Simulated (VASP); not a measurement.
# InP (F-43m) in VASP: notebook

Runs on InP. Level: r2SCAN. Tasks: single point, relaxation of cell and atoms.

All numbers are computed with VASP 6.6.1; they aren't measurements. Logs are shortened: lines on timing, memory, paths and dates and some standing lists are left out, and cuts for length are marked.

**What was measured.**

From a printed reference work, data compilation, for a bulk crystal of InP at 1.6 K: band gap 1.4236 eV (direct).

The runs below are set against these values where they give the same quantity.

**1. The cell of the first run**

Symmetry: F-43m, No. 216, cubic system. Conventional cell: a = 5.969 Å, b = 5.969 Å, c = 5.969 Å, α = 90.00°, β = 90.00°, γ = 90.00°. In (site symmetry -43m) has 4 P at 2.58 Å within 3.4 Å. Within 3.4 Å of P (site symmetry -43m) lie 4 In at 2.58 Å.

**2. Single point, r2SCAN**

Contents of POSCAR:

```
InP
1.0
    2.9847367417      2.9847367417      0.0000000000
   -2.9847367417      2.9847367417      0.0000000000
    0.0000000000      2.9847367417      2.9847367417
In P
1 1
Direct
    0.0000000000      0.0000000000      0.0000000000
    0.7500000000      0.2500000000      0.5000000000
```

Contents of INCAR.step1:

```
SYSTEM = InP
PREC = Accurate ; ENCUT = 520
ISMEAR = 0 ; SIGMA = 0.01
LREAL = .FALSE. ; LASPH = .TRUE.
NELM = 100 ; NBANDS = 16
GGA = PE ; ALGO = Normal
EDIFF = 1E-4 ; LWAVE = .TRUE.
LCHARG = .FALSE.
```

Contents of INCAR.step2:

```
SYSTEM = InP
PREC = Accurate ; ENCUT = 520
EDIFF = 1E-6 ; ISMEAR = 0
SIGMA = 0.01 ; LREAL = .FALSE.
LASPH = .TRUE. ; NELM = 100
ALGO = Normal ; ISIF = 2
LWAVE = .FALSE. ; LCHARG = .FALSE.
METAGGA = R2SCAN ; LMIXTAU = .TRUE.
NBANDS = 16 ; ISTART = 1
```

Contents of KPOINTS:

```
regular mesh
0
G
  8 8 8
  0 0 0
```

Potentials or basis: VASP PAW PBE potentials, release 64 (In_d, P).

Run with:

```
$ cat potpaw_PBE.64/In_d/POTCAR potpaw_PBE.64/P/POTCAR > POTCAR
$ cp INCAR.step1 INCAR
$ mpirun -np 1 vasp_std > vasp.out
$ cp INCAR.step2 INCAR
$ mpirun -np 1 vasp_std > vasp.out
```

OUTCAR:

```text
SYSTEM = InP
   PREC = Accurate
   ENCUT = 520
   EDIFF = 1E-6
   ISMEAR = 0
   LREAL = .FALSE.
   LASPH = .TRUE.
   NELM = 100
   ISIF = 2
   METAGGA = R2SCAN
   ISTART = 1

 ion  position               nearest neighbor table
   1  0.000  0.000  0.000-   2 2.58   2 2.58   2 2.58   2 2.58
   2  0.750  0.250  0.500-   1 2.58   1 2.58   1 2.58   1 2.58

  LATTYP: Found a face centered cubic cell.
 ALAT       =     5.9694734834

  Lattice vectors:

 A1 = (   0.0000000000,   2.9847367417,   2.9847367417)
 A2 = (   2.9847367417,   0.0000000000,   2.9847367417)
 A3 = (   2.9847367417,   2.9847367417,   0.0000000000)

Analysis of symmetry for initial positions (statically):
=====================================================================
 Subroutine PRICEL returns:
 Original cell was already a primitive cell.

 Routine SETGRP: Setting up the symmetry group for a
 face centered cubic supercell.

 Subroutine GETGRP returns: Found 24 space group operations
 (whereof 24 operations were pure point group operations)
 out of a pool of 48 trial point group operations.

The static configuration has the point symmetry T_d .

Analysis of symmetry for dynamics (positions and initial velocities):
=====================================================================
 Subroutine PRICEL returns:
 Original cell was already a primitive cell.

 Routine SETGRP: Setting up the symmetry group for a
 face centered cubic supercell.

 Subroutine GETGRP returns: Found 24 space group operations
 (whereof 24 operations were pure point group operations)
 out of a pool of 48 trial point group operations.

The dynamic configuration has the point symmetry T_d .

 Subroutine INISYM returns: Found 24 space group operations
 (whereof 24 operations are pure point group operations),
 and found     1 'primitive' translations

----------------------------------------------------------------------------------------

                                     Primitive cell

  volume of cell :      53.1800

  direct lattice vectors                    reciprocal lattice vectors
     2.984736742  2.984736742  0.000000000     0.167518962  0.167518962 -0.167518962
    -2.984736742  2.984736742  0.000000000    -0.167518962  0.167518962 -0.167518962
     0.000000000  2.984736742  2.984736742     0.000000000  0.000000000  0.335037923

  length of vectors
     4.221055180  4.221055180  4.221055180     0.290151353  0.290151353  0.335037923

  position of ions in fractional coordinates (direct lattice)
     0.000000000  0.000000000  0.000000000
     0.750000000  0.250000000  0.500000000

  ion indices of the primitive-cell ions
   primitive index   ion index
                 1           1
                 2           2

----------------------------------------------------------------------------------------

 KPOINTS: regular mesh

Automatic generation of k-mesh.
 Grid dimensions read from file:
 generate k-points for:    8    8    8

 Generating k-lattice:

  Cartesian coordinates                     Fractional coordinates (reciprocal lattice)
     0.020939870  0.020939870 -0.020939870     0.125000000  0.000000000  0.000000000
    -0.020939870  0.020939870 -0.020939870     0.000000000  0.125000000  0.000000000
     0.000000000  0.000000000  0.041879740     0.000000000  0.000000000  0.125000000

  Length of vectors
     0.036268919  0.036268919  0.041879740

  Shift w.r.t. Gamma in fractional coordinates (k-lattice)
     0.000000000  0.000000000  0.000000000

 Subroutine IBZKPT returns following result:
 ===========================================

 Found     29 irreducible k-points:

 Following reciprocal coordinates:
            Coordinates               Weight
  0.000000  0.000000  0.000000      1.000000
  0.125000  0.000000  0.000000      8.000000
  0.250000  0.000000  0.000000      8.000000
  0.375000  0.000000  0.000000      8.000000
  0.500000  0.000000  0.000000      4.000000
  0.125000  0.125000  0.000000     12.000000
[... 16 lines left out ...]
  0.375000  0.250000  0.125000     48.000000
  0.500000  0.250000  0.125000     24.000000
 [... further k-points ...]
   k-points           NKPTS =     29   k-points in BZ     NKDIM =     29   number of bands    NBANDS=     16
   number of dos      NEDOS =    301   number of ions     NIONS =      2
   total plane-waves  NPLWV =  32768
   dimension x,y,z NGX =    32 NGY =   32 NGZ =   32
   dimension x,y,z NGXF=    64 NGYF=   64 NGZF=   64
   ions per type =               1   1
   NGX,Y,Z   is equivalent  to a cutoff of  12.60, 12.60, 12.60 a.u.
   NGXF,Y,Z  is equivalent  to a cutoff of  25.21, 25.21, 25.21 a.u.
 SYSTEM =  InP
   PREC   = accura    normal or accurate (medium, high low for compatibility)
   ISTART =      1    job   : 0-new  1-cont  2-samecut
   ICHARG =      0    charge: 1-file 2-atom 10-const
   ISPIN  =      1    spin polarized calculation?
   LNONCOLLINEAR =      F non collinear calculations
   LSORBIT =      F    spin-orbit coupling
   LASPH  =      T    aspherical Exc in radial PAW
   ENCUT  =  520.0 eV  38.22 Ry    6.18 a.u.   7.85  7.85  7.85*2*pi/ulx,y,z
   NELM   =    100;   NELMIN=  2; NELMDL=  0     # of ELM steps
   EDIFF  = 0.1E-05   stopping-criterion for ELM
   LREAL  =      F    real-space projection
   EDIFFG = 0.1E-04   stopping-criterion for IOM
   NSW    =      0    number of steps for IOM
   IBRION =     -1    ionic relax: 0-MD 1-quasi-New 2-CG
   NFREE  =      0    steps in history (QN), initial steepest desc. (CG)
   ISIF   =      2    stress and relaxation
   ISYM   =      2    0-nonsym 1-usesym 2-fastsym
   POTIM  = 0.5000    time-step for ionic-motion
   TEBEG  =    0.0;   TEEND  =   0.0 temperature during run
   PSTRESS=    0.0 pullay stress
   NELECT =      18.0000    total number of electrons
   NUPDOWN=      -1.0000    fix difference up-down
   EMIN   =  10.00;   EMAX   =-10.00  energy-range for DOS
   EFERMI =   0.00;   METHOD = LEGACY
   ISMEAR =     0;   SIGMA  =   0.01  broadening in eV -4-tet -1-fermi 0-gaus
   EFERMI_NEDOS =   21; number of points for ismear=-14 and -15
   IALGO  =     38    algorithm
   IMIX   =      4    mixing-type and parameters
     AMIX     =   0.40;   BMIX     =  1.00
     AMIX_MAG =   1.60;   BMIX_MAG =  1.00
  volume/ion in A,a.u.               =      26.59       179.44
  Fermi-wavevector in a.u.,A,eV,Ry     =   1.140905  2.155999 17.710229  1.301665
  Thomas-Fermi vector in A             =   2.277607
   LORBIT       =      0    0 simple, 1 ext, 2 COOP (PROOUT), +10 PAW based schemes
   METAGGA = R2SCAN    functional components
   LHFCALC =     F    Hartree Fock is set to
   AEXX    =    0.0000 exact exchange contribution
   IVDW    =     0    specifies the selected vdW correction
   LEPSILON=     F    determine dielectric tensor
   LRPA    =     F    only Hartree local field effects (RPA)
 non-spin polarized calculation
 Gauss-broadening in eV      SIGMA  =   0.01
  energy-cutoff  :      520.00
  volume of cell :       53.18
 maximum number of plane-waves:      1459
   NGX = 15   NGY = 15   NGZ = 15

 number of electron      18.0000003 magnetization

 Free energy of the ion-electron system (eV)
  ---------------------------------------------------
  ext. energy  EPLUGINS =         0.00000000
  ---------------------------------------------------
  free energy    TOTEN  =       -32.28614978 eV

  energy without entropy =      -32.28614978  energy(sigma->0) =      -32.28614978

 E-fermi :   4.5496     XC(G=0):  -9.6258

 val. band max:        4.4251614500   @ k =   0.0000   0.0000   0.0000
 cond. band min:       5.2713913535   @ k =   0.0000   0.0000   0.0000
 fundamental gap:      0.8462299035
 Fermi energy:         4.5496185681

 k-point     1 :       0.0000    0.0000    0.0000
  band No.  band energies     occupation
      1     -10.1364      2.00000
      2     -10.1364      2.00000
      3     -10.1364      2.00000
      4      -9.9855      2.00000
      5      -9.9855      2.00000
      6      -7.2011      2.00000
[... 8 lines left out ...]
     15      14.2584      0.00000
     16      14.2584      0.00000

 k-point     2 :       0.1250    0.0000    0.0000
  band No.  band energies     occupation
      1     -10.1534      2.00000
      2     -10.1297      2.00000
      3     -10.1297      2.00000
      4      -9.9853      2.00000
      5      -9.9853      2.00000
      6      -7.0289      2.00000
[... 8 lines left out ...]
     15      13.6335      0.00000
     16      14.0586      0.00000

 k-point     3 :       0.2500    0.0000    0.0000
  band No.  band energies     occupation
      1     -10.1925      2.00000
      2     -10.1152      2.00000
      3     -10.1151      2.00000
      4      -9.9832      2.00000
      5      -9.9831      2.00000
      6      -6.5509      2.00000
[... 8 lines left out ...]
     15      13.4154      0.00000
     16      13.9280      0.00000

 k-point     4 :       0.3750    0.0000    0.0000
  band No.  band energies     occupation
      1     -10.2293      2.00000
      2     -10.1035      2.00000
      3     -10.1035      2.00000
      4      -9.9779      2.00000
      5      -9.9779      2.00000
      6      -5.9236      2.00000
[... 8 lines left out ...]
     15      14.3591      0.00000
     16      14.3591      0.00000
[... 324 lines left out ...]
 k-point    22 :       0.2500    0.2500    0.1250
  band No.  band energies     occupation
      1     -10.2282      2.00000
      2     -10.0976      2.00000
      3     -10.0920      2.00000
      4      -9.9981      2.00000
      5      -9.9722      2.00000
      6      -6.1550      2.00000
[... 8 lines left out ...]
     15      15.0231      0.00000
     16      16.3959      0.00000

 k-point    23 :       0.3750    0.2500    0.1250
  band No.  band energies     occupation
      1     -10.2508      2.00000
      2     -10.0915      2.00000
      3     -10.0788      2.00000
      4      -9.9950      2.00000
      5      -9.9720      2.00000
      6      -5.5851      2.00000
[... 8 lines left out ...]
     15      15.6332      0.00000
     16      16.2682      0.00000

 k-point    24 :       0.5000    0.2500    0.1250
  band No.  band energies     occupation
      1     -10.2591      2.00000
      2     -10.0904      2.00000
      3     -10.0740      2.00000
      4      -9.9902      2.00000
      5      -9.9743      2.00000
      6      -5.2782      2.00000
[... 8 lines left out ...]
     15      15.5546      0.00000
     16      16.1743      0.00000

 [... further k-points ...]

------------------------ aborting loop because EDIFF is reached ----------------------------------------

  FORCE on cell =-STRESS in cart. coord.  units (eV):
  Direction    XX          YY          ZZ          XY          YZ          ZX
  --------------------------------------------------------------------------------------
  -------------------------------------------------------------------------------------
  Total       -0.6985124     -0.6985124     -0.6985124      0.0000000      0.0000000      0.0000000
  in kB      -21.0444045    -21.0444045    -21.0444045      0.0000000      0.0000000      0.0000000
  external PRESSURE =     -21.0444045 kB  Pullay stress =       0.0000000 kB

 VOLUME and BASIS-vectors are now :
 -----------------------------------------------------------------------------
  energy-cutoff  :      520.00
  volume of cell :       53.18
      direct lattice vectors                 reciprocal lattice vectors
     2.984736742  2.984736742  0.000000000     0.167518962  0.167518962 -0.167518962
    -2.984736742  2.984736742  0.000000000    -0.167518962  0.167518962 -0.167518962
     0.000000000  2.984736742  2.984736742     0.000000000  0.000000000  0.335037923

 POSITION                                       TOTAL-FORCE (eV/Angst)
 -----------------------------------------------------------------------------------
      0.00000      0.00000      0.00000         0.000000      0.000000      0.000000
      1.49237      4.47711      1.49237        -0.000000     -0.000000      0.000000
 -----------------------------------------------------------------------------------
    total drift:                                0.000006     -0.000000     -0.000000

  FREE ENERGIE OF THE ION-ELECTRON SYSTEM (eV)
  ---------------------------------------------------
  free  energy   TOTEN  =       -32.2861497800 eV

  energy  without entropy=      -32.2861497800  energy(sigma->0) =      -32.28614978
```

Run time: 56 s. Hardware: 1 thread of Intel Xeon Platinum 8259CL at 2.50GHz (Skylake/Cascade Lake), shared host; peak memory 0.19 GiB.

What came out:

```
Free energy            : -32.2861 eV
Pressure               : -2.1 GPa
Band gap on the k mesh : 0.85 eV, direct
```

Levels at points of the mesh, in eV from the valence-band top:
```
           k point  band 7  band 8  band 9  band 10  band 11  band 12
(0.00, 0.00, 0.00)    0.00    0.00    0.00     0.85     4.43     4.43
(0.50, 0.00, 0.00)   -5.59   -0.93   -0.93     1.72     5.15     5.15
(0.50, 0.50, 0.00)   -5.64   -2.23   -2.23     2.09     2.54     9.52
```

Caveat: the PAW data sets were made with another functional, which shifts forces and pressure a little; spin-orbit coupling is left out, which moves the levels of the heavy elements.

**3. Relaxation of cell and atoms, r2SCAN, target pressure -2 GPa, at which the enthalpy is minimised**

This run uses another cell than the first one, of 25.77 Å³/atom, 0.969 times its volume.

Contents of POSCAR:

```
InP
1.0
    2.9536682130      2.9536682130      0.0000000000
   -2.9536682130      2.9536682130      0.0000000000
    0.0000000000      2.9536682130      2.9536682130
In P
1 1
Direct
    0.0000000000      0.0000000000      0.0000000000
    0.7500000000      0.2500000000      0.5000000000
```

Contents of INCAR.step1:

```
PREC     = Accurate       # precision mode
ENCUT    = 600            # plane-wave cutoff, eV
ISMEAR   = 0              # smearing method
SIGMA    = 0.01           # smearing width, eV
LREAL    = False          # projectors in reciprocal space
LASPH    = True           # aspherical terms in the spheres
NELM     = 100            # most SCF steps
GGA      = PE             # functional
ALGO     = Normal         # electronic algorithm
EDIFF    = 1E-4           # SCF threshold, eV
LWAVE    = True           # write WAVECAR
LCHARG   = False          # write CHGCAR
```

Contents of INCAR.step2:

```
PREC     = Accurate       # precision mode
ENCUT    = 600            # plane-wave cutoff, eV
EDIFF    = 1E-6           # SCF threshold, eV
ISMEAR   = 0              # smearing method
SIGMA    = 0.01           # smearing width, eV
LREAL    = False          # projectors in reciprocal space
LASPH    = True           # aspherical terms in the spheres
NELM     = 100            # most SCF steps
ALGO     = Normal         # electronic algorithm
ISIF     = 3              # what is computed and relaxed
LWAVE    = False          # write WAVECAR
LCHARG   = False          # write CHGCAR
METAGGA  = R2SCAN         # meta-GGA
LMIXTAU  = True         
IBRION   = 2              # ionic algorithm
NSW      = 100            # ionic steps
EDIFFG   = -0.002         # ionic threshold
PSTRESS  = -20.0        
ISTART   = 1
```

Contents of KPOINTS:

```
Automatic mesh
0
Gamma
  8 8 8
```

Potentials or basis: VASP PAW PBE potentials, release 64 (In_d, P).

Run with:

```
$ cat potpaw_PBE.64/In_d/POTCAR potpaw_PBE.64/P/POTCAR > POTCAR
$ cp INCAR.step1 INCAR
$ mpirun -np 1 vasp_std > vasp.out
$ cp INCAR.step2 INCAR
$ mpirun -np 1 vasp_std > vasp.out
```

It took 3.6 min on 1 thread of Intel Xeon Platinum 8259CL at 2.50GHz (Skylake/Cascade Lake), shared host; peak memory 0.24 GiB.

The run converged. Its results:

* Free energy: -32.2880 eV
* Relaxed volume: 26.55 Å³/atom
* Relaxed cell: a = 4.219 Å, b = 4.219 Å, c = 4.219 Å, α = 60.00°, β = 60.00°, γ = 90.00°
* Space group after relaxing (to 0.05 Å): F-43m (No. 216)
* Energy change on relaxing (the enthalpy is what falls): +5.2 meV/atom
* Ionic steps: 3
* Pressure after relaxing: -2.0 GPa
* Band gap on the k mesh: 0.86 eV, direct

The path:
| step | energy change (eV) | largest force (eV/Å) | pressure (GPa) | volume (Å³) |
| --- | --- | --- | --- | --- |
| 1 | 0.0000 | 0.0000 | -0.09 | 51.54 |
| 2 | 0.0220 | 0.0000 | -2.79 | 53.86 |
| 3 | 0.0105 | 0.0000 | -2.00 | 53.10 |

Final structure:
```
In P
1.0
     2.98325    2.98325    0.00000
    -2.98325    2.98325    0.00000
     0.00000    2.98325    2.98325
In P
1 1
Direct
  0.00000 0.00000 0.00000
  0.75000 0.25000 0.50000
```

Levels at points of the mesh, in eV from the valence-band top:
```csv
k point,band 5,band 6,band 7,band 8,band 9,band 10,band 11,band 12,band 13
"(0.00, 0.00, 0.00)",-14.41,-11.64,0.00,0.00,0.00,0.86,4.44,4.44,4.44
"(0.50, 0.00, 0.00)",-14.40,-10.01,-5.60,-0.93,-0.93,1.72,5.15,5.15,7.42
"(0.50, 0.50, 0.00)",-14.38,-9.39,-5.64,-2.23,-2.23,2.09,2.54,9.53,9.94
```

Caveat: the cell is relaxed towards a set pressure, so the enthalpy falls and the energy may rise; the PAW data sets were made with another functional, which shifts forces and pressure a little; spin-orbit coupling is left out, which moves the levels of the heavy elements. Zero-point motion and thermal expansion aren't in these numbers.

[end of part 1 of 2]
